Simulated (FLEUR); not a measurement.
A run of FLEUR MaX-R8.1 (later development tree) is set up as follows.

Contents of inp.xml:

```xml
<?xml version="1.0" encoding="UTF-8" standalone="no"?>
<fleurInput fleurInputVersion="0.39">
   <comment>
      Ir                                                                                                  
   </comment>
   <calculationSetup>
      <cutoffs Kmax="4.1" Gmax="12.7" GmaxXC="12.7" numbands="0"/>
      <scfLoop itmax="80" minDistance="0.0001" maxIterBroyd="30" imix="Anderson" alpha="0.05" precondParam="0.0" spinf="2.0" sdNocoIR="T"/>
      <coreElectrons ctail="F" frcor="F" kcrel="0" coretail_lmax="0"/>
      <xcFunctional name="LibXC" relativisticCorrections="F">
         <LibXCName exchange="mgga_x_scan" correlation="mgga_c_scan"/>
         <AuxGGA exchange="117" correlation="130"/>
      </xcFunctional>
      <magnetism jspins="1"/>
      <soc l_soc="F" theta="0.0" phi="0.0" spav="F"/>
      <expertModes spex="0" secvar="F"/>
      <geometryOptimization l_f="F" forcealpha="1.0" forcemix="BFGS" epsdisp="0.00001" epsforce="0.00001"/>
      <ldaU l_linMix="F" mixParam="0.05" spinf="1.0"/>
   </calculationSetup>
   <cell>
      <bzIntegration valenceElectrons="62.0" mode="hist" fermiSmearingEnergy="0.00183747">
         <kPointListSelection listName="default-1"/>
         <!-- k-points included here -->
         <xi:include xmlns:xi="http://www.w3.org/2001/XInclude" href="kpts.xml"> </xi:include>
      </bzIntegration>
      <!-- symmetry operations included here -->
      <xi:include xmlns:xi="http://www.w3.org/2001/XInclude" href="sym.xml"> </xi:include>
      <bulkLattice scale="1.0">
         <bravaisMatrix>
            <row-1>    5.1993506860725649     0.0000000000000000     0.0000000000000000</row-1>
            <row-2>   -2.5996753430362824     4.5027697772576127     0.0000000000000000</row-2>
            <row-3>    0.0000000000000000     0.0000000000000000     8.4325059885413349</row-3>
         </bravaisMatrix>
      </bulkLattice>
   </cell>
   <atomSpecies>
      <species name="Iridium (Ir)" element="Ir" atomicNumber="77">
         <mtSphere radius="2.4" gridPoints="793" logIncrement="0.017"/>
         <atomicCutoffs lmax="10" lnonsphr="10"/>
         <electronConfig flipSpins="F">
            <coreConfig>(1s1/2) (2s1/2) (2p1/2) (2p3/2) (3s1/2) (3p1/2) (3p3/2) (4s1/2) (3d3/2) (3d5/2) (4p1/2) (4p3/2) (4d3/2) (4d5/2)</coreConfig>
            <valenceConfig>(4f5/2) (4f7/2) (5s1/2) (5p1/2) (5p3/2) (6s1/2) (5d3/2) (5d5/2)</valenceConfig>
            <stateOccupation state="(5d3/2)" spinUp="1.400000" spinDown="1.400000"/>
            <stateOccupation state="(5d5/2)" spinUp="2.100000" spinDown="2.100000"/>
         </electronConfig>
         <energyParameters s="6" p="6" d="5" f="5"/>
         <lo type="SCLO" l="0" n="5" eDeriv="0"/>
         <lo type="SCLO" l="0" n="5" eDeriv="1"/>
         <lo type="SCLO" l="1" n="5" eDeriv="0"/>
         <lo type="SCLO" l="1" n="5" eDeriv="1"/>
         <lo type="SCLO" l="3" n="4" eDeriv="0"/>
         <lo type="SCLO" l="3" n="4" eDeriv="1"/>
         <lo type="SCLO" l="2" n="5" eDeriv="2"/>
      </species>
   </atomSpecies>
   <atomGroups>
      <atomGroup species="Iridium (Ir)">
         <relPos label="                   1">1.000/3.000 -1.000/3.000 1.000/4.000</relPos>
         <relPos label="                   2">-1.000/3.000 1.000/3.000 -1.000/4.000</relPos>
         <force calculate="T" relaxXYZ="TTT"/>
      </atomGroup>
   </atomGroups>
   <output dos="F" band="F" slice="F">
      <checks vchk="F" cdinf="F"/>
      <bandDOS minEnergy="-.5*Htr" maxEnergy="0.5*Htr" sigma="0.015" storeEVData="T"/>
      <vacuumDOS vacdos="F" integ="F" star="F" nstars="0" locx1="0.0" locy1="0.0" locx2="0.0" locy2="0.0" nstm="0" tworkf="0.0"/>
      <unfoldingBand unfoldBand="F" supercellX="1" supercellY="1" supercellZ="1"/>
      <plotting iplot="0" polar="F">
         <plot TwoD="T" vec1="  1.0  0.0  0.0" vec2="  0.0  1.0  0.0" vec3="  0.0  0.0  1.0" zero="  0.0  0.0  0.0" file="plot"/>
      </plotting>
      <chargeDensitySlicing numkpt="0" minEigenval="0.0" maxEigenval="0.0" nnne="0" pallst="F"/>
      <specialOutput eonly="F"/>
      <moessbauerParams electricFieldGradient="T" isomerShift="T" coreHyperfine="T" valenceHyperfine="T"/>
      <magneticCircularDichroism mcd="F" energyLo="-10.0" energyUp="0.0"/>
   </output>
  <!-- We include the file relax.xml here to enable relaxations (see documentation) -->
  <xi:include xmlns:xi="http://www.w3.org/2001/XInclude" href="relax.xml"> <xi:fallback/> </xi:include>
</fleurInput>
```

The input crystal.txt:

```
Ir
&input cartesian=F /
2.7513778946  0.0000000000  0.0000000000
-1.3756889473  2.3827631521  0.0000000000
0.0000000000  0.0000000000  4.4622900000
1.8897261246
1.0 1.0 1.0

2
77 0.3333333334  0.6666666668  0.2500000000
77 0.6666666668  0.3333333334  0.7500000000

&kpt div1=11 div2=11 div3=6 gamma=T /
```

inp.xml (bands)

```
<?xml version="1.0" encoding="UTF-8" standalone="no"?>
<fleurInput fleurInputVersion="0.39">
   <comment>
      Ir                                                                                                  
   </comment>
   <calculationSetup>
      <cutoffs Kmax="4.1" Gmax="12.7" GmaxXC="12.7" numbands="0"/>
      <scfLoop itmax="80" minDistance="0.0001" maxIterBroyd="30" imix="Anderson" alpha="0.05" precondParam="0.0" spinf="2.0" sdNocoIR="T"/>
      <coreElectrons ctail="F" frcor="F" kcrel="0" coretail_lmax="0"/>
      <xcFunctional name="LibXC" relativisticCorrections="F">
         <LibXCName exchange="mgga_x_scan" correlation="mgga_c_scan"/>
         <AuxGGA exchange="117" correlation="130"/>
      </xcFunctional>
      <magnetism jspins="1"/>
      <soc l_soc="F" theta="0.0" phi="0.0" spav="F"/>
      <expertModes spex="0" secvar="F"/>
      <geometryOptimization l_f="F" forcealpha="1.0" forcemix="BFGS" epsdisp="0.00001" epsforce="0.00001"/>
      <ldaU l_linMix="F" mixParam="0.05" spinf="1.0"/>
   </calculationSetup>
   <cell>
      <bzIntegration valenceElectrons="62.0" mode="hist" fermiSmearingEnergy="0.00183747">
         <kPointListSelection listName="path-1"/>
         <!-- k-points included here -->
         <xi:include xmlns:xi="http://www.w3.org/2001/XInclude" href="kpts.xml"> </xi:include>
      </bzIntegration>
      <!-- symmetry operations included here -->
      <xi:include xmlns:xi="http://www.w3.org/2001/XInclude" href="sym.xml"> </xi:include>
      <bulkLattice scale="1.0">
         <bravaisMatrix>
            <row-1>    5.1993506860725649     0.0000000000000000     0.0000000000000000</row-1>
            <row-2>   -2.5996753430362824     4.5027697772576127     0.0000000000000000</row-2>
            <row-3>    0.0000000000000000     0.0000000000000000     8.4325059885413349</row-3>
         </bravaisMatrix>
      </bulkLattice>
   </cell>
   <atomSpecies>
      <species name="Iridium (Ir)" element="Ir" atomicNumber="77">
         <mtSphere radius="2.4" gridPoints="793" logIncrement="0.017"/>
         <atomicCutoffs lmax="10" lnonsphr="10"/>
         <electronConfig flipSpins="F">
            <coreConfig>(1s1/2) (2s1/2) (2p1/2) (2p3/2) (3s1/2) (3p1/2) (3p3/2) (4s1/2) (3d3/2) (3d5/2) (4p1/2) (4p3/2) (4d3/2) (4d5/2)</coreConfig>
            <valenceConfig>(4f5/2) (4f7/2) (5s1/2) (5p1/2) (5p3/2) (6s1/2) (5d3/2) (5d5/2)</valenceConfig>
            <stateOccupation state="(5d3/2)" spinUp="1.400000" spinDown="1.400000"/>
            <stateOccupation state="(5d5/2)" spinUp="2.100000" spinDown="2.100000"/>
         </electronConfig>
         <energyParameters s="6" p="6" d="5" f="5"/>
         <lo type="SCLO" l="0" n="5" eDeriv="0"/>
         <lo type="SCLO" l="0" n="5" eDeriv="1"/>
         <lo type="SCLO" l="1" n="5" eDeriv="0"/>
         <lo type="SCLO" l="1" n="5" eDeriv="1"/>
         <lo type="SCLO" l="3" n="4" eDeriv="0"/>
         <lo type="SCLO" l="3" n="4" eDeriv="1"/>
         <lo type="SCLO" l="2" n="5" eDeriv="2"/>
      </species>
   </atomSpecies>
   <atomGroups>
      <atomGroup species="Iridium (Ir)">
         <relPos label="                   1">1.000/3.000 -1.000/3.000 1.000/4.000</relPos>
         <relPos label="                   2">-1.000/3.000 1.000/3.000 -1.000/4.000</relPos>
         <force calculate="T" relaxXYZ="TTT"/>
      </atomGroup>
   </atomGroups>
   <output dos="F" band="T" slice="F">
      <checks vchk="F" cdinf="F"/>
      <bandDOS minEnergy="-.5*Htr" maxEnergy="0.5*Htr" sigma="0.015" storeEVData="T"/>
      <vacuumDOS vacdos="F" integ="F" star="F" nstars="0" locx1="0.0" locy1="0.0" locx2="0.0" locy2="0.0" nstm="0" tworkf="0.0"/>
      <unfoldingBand unfoldBand="F" supercellX="1" supercellY="1" supercellZ="1"/>
      <plotting iplot="0" polar="F">
         <plot TwoD="T" vec1="  1.0  0.0  0.0" vec2="  0.0  1.0  0.0" vec3="  0.0  0.0  1.0" zero="  0.0  0.0  0.0" file="plot"/>
      </plotting>
      <chargeDensitySlicing numkpt="0" minEigenval="0.0" maxEigenval="0.0" nnne="0" pallst="F"/>
      <specialOutput eonly="F"/>
      <moessbauerParams electricFieldGradient="T" isomerShift="T" coreHyperfine="T" valenceHyperfine="T"/>
      <magneticCircularDichroism mcd="F" energyLo="-10.0" energyUp="0.0"/>
   </output>
  <!-- We include the file relax.xml here to enable relaxations (see documentation) -->
  <xi:include xmlns:xi="http://www.w3.org/2001/XInclude" href="relax.xml"> <xi:fallback/> </xi:include>
</fleurInput>
```

Potentials or basis: all-electron, FLAPW.

Run with:

```console
$ inpgen -f crystal.txt -profile fastHighL
$ # inp.xml edited to the form shown
$ fleur_MPI
$ fleur_MPI   # second run, on inp.xml (bands)
```

Question: What does it give for the band gap along the path?

Answer: None (metal or under the smearing width).

Levels at the corners of the path, in eV from the Fermi level:
| point | band 28 | band 29 | band 30 | band 31 | band 32 | band 33 |
| --- | --- | --- | --- | --- | --- | --- |
| Γ | -3.24 | -3.24 | -2.45 | -2.45 | -1.00 | 0.30 |
| M | -3.63 | -3.06 | 0.77 | 0.99 | 1.19 | 2.95 |
| K | -4.36 | -2.51 | 0.01 | 0.01 | 0.34 | 4.23 |
| Γ | -3.24 | -3.24 | -2.45 | -2.45 | -1.00 | 0.30 |
| A | -4.01 | -4.01 | -4.01 | -0.48 | -0.48 | -0.48 |
| L | -2.18 | -1.10 | -1.10 | 1.02 | 1.02 | 1.95 |
| H | -4.30 | -2.46 | -2.46 | 0.35 | 0.35 | 7.07 |
| A | -4.01 | -4.01 | -4.01 | -0.48 | -0.48 | -0.48 |
| L | -2.18 | -1.10 | -1.10 | 1.02 | 1.02 | 1.95 |
| M | -3.63 | -3.06 | 0.77 | 0.99 | 1.19 | 2.95 |
| K | -4.36 | -2.51 | 0.01 | 0.01 | 0.34 | 4.23 |
| H | -4.30 | -2.46 | -2.46 | 0.35 | 0.35 | 7.07 |

Caveat: the meta-GGA is that of a development version, with a GGA for the radial functions and cores and without core tails; spin-orbit coupling is left out, which moves the levels of the heavy elements.
